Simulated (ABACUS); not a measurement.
# Ge (I4_1/amd) in ABACUS: equation of state, part 2 of 2

ABACUS 3.10.1. Earlier steps stand in the parts before.

## Step 8: Equation of state, PBEsol, 19.64 Å³/atom (volume scaled by 1.06)

The input, INPUT:

```
INPUT_PARAMETERS
suffix              Ge
calculation         scf
basis_type          pw
pseudo_dir          ./
symmetry            1
dft_functional      pbesol
ecutwfc             79
pseudo_rcut         7
nspin               1
nbands              18
ks_solver           dav
smearing_method     fd
smearing_sigma      0.00367493
scf_thr             1e-08
scf_nmax            100
mixing_type         broyden
mixing_beta         0.7
cal_force           1
cal_stress          1
kpar                4
```

The input, STRU:

```
ATOMIC_SPECIES
Ge 72.6300 Ge.upf

LATTICE_CONSTANT
1.8897261246

LATTICE_VECTORS
-2.6249827287 2.6249827287 1.4248198492
2.6249827287 -2.6249827287 1.4248198492
2.6249827287 2.6249827287 -1.4248198492

ATOMIC_POSITIONS
Direct

Ge
0.0
2
0.5000000000 0.5000000000 0.0000000000 1 1 1
0.2500000000 0.7500000000 0.5000000000 1 1 1
```

The input, KPT:

```
K_POINTS
0
Gamma
11 11 11 0 0 0
```

Potentials or basis: PseudoDojo NC SR 0.4.1 PBEsol standard, plane waves.

Launch:

```console
OMP_NUM_THREADS=1 mpirun -np 4 abacus > log
```

running log:

```text
ABACUS v3.10.1

               Atomic-orbital Based Ab-initio Computation at UStc

 ------------------------------------------------------------------------------------

 READING GENERAL INFORMATION
                           global_out_dir = OUT.Ge/
                           global_in_card = INPUT
                               pseudo_dir = ./
                              orbital_dir =
                                    DSIZE = 4
                                    GSIZE = 1

 READING UNITCELL INFORMATION
                                    ntype = 1
                  lattice constant (Bohr) = 1.88973
              lattice constant (Angstrom) = 1

 READING ATOM TYPE 1
                               atom label = Ge
                      L=0, number of zeta = 1
                      L=1, number of zeta = 1
                      L=2, number of zeta = 1
             number of atom for this type = 2

                        TOTAL ATOM NUMBER = 2
DIRECT COORDINATES
    atom                   x                   y                   z     mag                  vx                  vy                  vz
taud_Ge1            0.5000000000        0.5000000000        0.0000000000  0.0000        0.0000000000        0.0000000000        0.0000000000
taud_Ge2            0.2500000000        0.7500000000        0.5000000000  0.0000        0.0000000000        0.0000000000        0.0000000000

                          Volume (Bohr^3) = 265.014
                             Volume (A^3) = 39.271

 Lattice vectors: (Cartesian coordinate: in unit of a_0)
             -2.62498            +2.62498            +1.42482
             +2.62498            -2.62498            +1.42482
             +2.62498            +2.62498            -1.42482
 Reciprocal vectors: (Cartesian coordinate: in unit of 2 pi/a_0)
                   +0           +0.190477           +0.350922
            +0.190477                  +0           +0.350922
            +0.190477           +0.190477                  +0
 The esolver type has been set to : ksdft_pw

                PAO radial cut off (Bohr) = 7

 Read in pseudopotential file is Ge.upf
                     pseudopotential type = NC
[... 194 lines left out ...]
 -------------------------------------------
                                 init_chg = atomic

 PW ALGORITHM --------------- ION=   1  ELEC=   1--------------------------------
 Notice: Threshold on eigenvalues was too large.
 hsover_error=0.28 > DRHO=0.0100176
 Origin diag ethr = 0.01
 New diag ethr = 3.57771e-05

 Density error is 0.00999565610195
                          Error Threshold = 3.57771078583e-05
----------------------------------------------------------
     Energy           Rydberg                 eV
----------------------------------------------------------
 E_KohnSham     -356.7790507368      -4854.2280170517
 E_Harris       -358.0515853008      -4871.5417380235
 E_Fermi        0.8345670998         11.3548679206
----------------------------------------------------------
[... 51 lines left out ...]
 Density error is 1.28630804591e-09
                          Error Threshold = 1.27834273299e-10
----------------------------------------------------------
     Energy           Rydberg                 eV
----------------------------------------------------------
 E_KohnSham     -356.7802690866      -4854.2445935506
 E_KS(sigma->0) -356.7799852128      -4854.2407312496
 E_Harris       -356.7799984135      -4854.2409108540
 E_band         -15.9632993041       -217.1918294154
 E_one_elec     -143.2875362173      -1949.5269449373
 E_Hartree      92.5945753571        1259.8138287474
 E_xc           -86.3142305827       -1174.3653544104
 E_Ewald        -219.7725098961      -2990.1583983483
 E_entropy(-TS) -0.0005677476        -0.0077246021
 E_descf        0.0000000000         0.0000000000
 E_exx          0.0000000000         0.0000000000
 E_Fermi        0.8288633225         11.2772640491
----------------------------------------------------------

 charge density convergence is achieved
 final etot is -4854.2445936 eV
 EFERMI = 11.277264049 eV

 STATE ENERGY(eV) AND OCCUPATIONS    NSPIN == 1
 1/32 kpoint (Cartesian) = 0.0000 0.0000 0.0000 (3151 pws)
       1       -13.4076     0.00150263
       2       -13.3703     0.00150263
       3       -13.3440     0.00150263
       4       -13.3417     0.00150263
       5       -13.2554     0.00150263
       6       -13.2554     0.00150263
[... 98 lines left out ...]
       5       -13.2843      0.0120210
       6       -13.2826      0.0120210
[... 10 lines left out ...]
      17        14.6722    3.90449e-32
      18        16.3636    7.94724e-47

[... levels at 26 further k points ...]

------------------------------------------------------------------------------------------
 TOTAL-FORCE (eV/Angstrom)
------------------------------------------------------------------------------------------
                       Ge1         0.0000000000         0.0000000000         0.0000000000
                       Ge2         0.0000000000         0.0000000000         0.0000000000
------------------------------------------------------------------------------------------

----------------------------------------------------------------
 TOTAL-STRESS (KBAR)
----------------------------------------------------------------
       -43.4985392885        -0.0000000000        -0.0000000000
        -0.0000000000       -43.4985392885         0.0000000000
        -0.0000000000        -0.0000000000       -47.4217166742
----------------------------------------------------------------
 TOTAL-PRESSURE: -44.806265 KBAR

 --------------------------------------------
 !FINAL_ETOT_IS -4854.2445935505929810 eV
 --------------------------------------------
```

stdout:

```text
ABACUS v3.10.1

               Atomic-orbital Based Ab-initio Computation at UStc

%%%%%%%%%%%%%%%%%%%%%%%%%%%%%%%%%%%%%%%%%%%%%%%%%%%%%%%%%%%%%%%%%%%%%%%%%%%%%%%%%%%%%%%%%%%%%%%%%%%%%%%%%
 Warning: the number of valence electrons in pseudopotential > 4 for Ge: [Ar] 3d10 4s2 4p2
[... 31 lines left out ...]
 TOTAL-STRESS (KBAR)
----------------------------------------------------------------
       -43.4985392885        -0.0000000000        -0.0000000000
        -0.0000000000       -43.4985392885         0.0000000000
        -0.0000000000        -0.0000000000       -47.4217166742
----------------------------------------------------------------
 TOTAL-PRESSURE: -44.806265 KBAR
```

Wall time 17 s (4 MPI ranks of AMD EPYC 9R45 (Zen 5), shared host); peak memory 0.44 GiB.

What came out:

```
Free energy            : -4854.2446 eV
Pressure               : -4.5 GPa
Band gap on the k mesh : none (metal or under the smearing width)
```

## Step 9: Equation of state, PBEsol

Potentials or basis: PseudoDojo NC SR 0.4.1 PBEsol standard, plane waves.

No new run: the results of the series are fitted here.

Results:

```yaml
Equilibrium_volume: 18.39 Å³/atom
Bulk_modulus_at_fixed_shape_and_positions: 79 GPa
Pressure_derivative_of_the_bulk_modulus: 4.3
```

Energy against volume, from the lowest point:
```tsv
volume (Å³/atom)	energy (meV/atom)
17.413	13.87
17.783	5.03
18.154	0.55
18.524	0.00
18.895	2.97
19.265	9.12
19.636	18.12
```

Caveat: the cell was scaled at fixed shape and fractional positions, which overstates the stiffness of a crystal with free parameters, most of all of layers and chains.
